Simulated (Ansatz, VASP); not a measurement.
# One calculation of P, two programs

```xyz
2
Lattice="2.7054 0.0000 0.0000 -1.3527 2.3429 0.0000 0.0000 0.0000 4.5877" Properties=species:S:1:pos:R:3 pbc="T T T"
P     0.0000    1.5620    1.1469
P     1.3527    0.7810    3.5608
```

Alike in both runs: task electric field gradients; functional PBE; k mesh 15 × 15 × 8; occupations fermi-dirac, width 0.05 eV; no spin polarisation.

```csv
,VASP,Ansatz
version,VASP 6.6.1,Ansatz 0.2.0
potentials or method,"VASP PAW PBE potentials, release 64 (P), cutoff 520 eV","all-electron PAW with datasets made for the crystal, scalar-relativistic"
```

Ansatz gave:

| Property | Result |
| --- | --- |
| pressure (GPa) | 0.8 |
| largest component of the traceless stress (GPa) | 0.23 |
| rms of the force components (eV/Å) | 0.036 |
| Vzz of the field gradient on the site that differs most (V/Å²) | -3.2 |

Problem. Which values does VASP return?

Solution. Pressure (GPa): 0.6; largest component of the traceless stress (GPa): 0.22; rms of the force components (eV/Å): 0.042; Vzz of the field gradient on the site that differs most (V/Å²): -3.3.

Atom by atom the forces differ by 0.006 eV/Å (rms over components). Ansatz ran all-electron here, so the differences hold the error of VASP's frozen core and of both bases. Ansatz warned: «printed_levels_off».
